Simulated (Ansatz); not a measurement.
**Bands of Gd**

```xyz
1
Lattice="-2.0230 2.0230 2.0230 2.0230 -2.0230 2.0230 2.0230 2.0230 -2.0230" Properties=species:S:1:pos:R:3 pbc="T T T"
Gd    0.0000    0.0000    0.0000
```

The structure comes from a relaxation in the same program, started in the bcc type, and has space group Im-3m. Whether it is a known phase or the ground state wasn't checked.

Where the f shell is localised, expect the real compound to differ from this run without U.

Other magnetic orders may lie lower; this is the state that the run reached.

Spin–orbit coupling is left out, though it moves levels of the heavy atoms by tenths of an eV or more.

Theory: Ansatz 0.2.0, DFT, PBE, all-electron LAPW, scalar-relativistic.

Settings: a Γ-centred 13×13×13 k mesh, Fermi–Dirac smearing of 0.05 eV, basis error target 0.25 meV/atom, spin-polarised from start moments Gd 7 μB, ending with a cell moment of 7.64 μB.

Points in fractions of the reciprocal vectors of this cell: Γ (0, 0, 0), H (0.5, -0.5, 0.5), N (0, 0, 0.5), P (0.25, 0.25, 0.25). The path joins them by straight lines in the order Γ–H–N–Γ–P–H–P–N; legs that retrace an earlier one aren't tabulated. Energies are in eV from the Fermi level.

Question: List the spin-down levels at H between -8 and 2 eV.

Answer: -1.13 (×2), 0.39, 0.46 (×3), 0.65 (×3).

Question: List the spin-down levels at Γ between -8 and 2 eV.

Answer: -4.17, 0.34 (×3), 0.64 (×3), 0.73.

Question: List the spin-up levels at P between -8 and 2 eV.

Answer: -4.76, -4.72 (×3), -4.70 (×3), -0.36 (×3).

Question: What is the band gap?

Answer: none: bands cross the Fermi level, a metal.
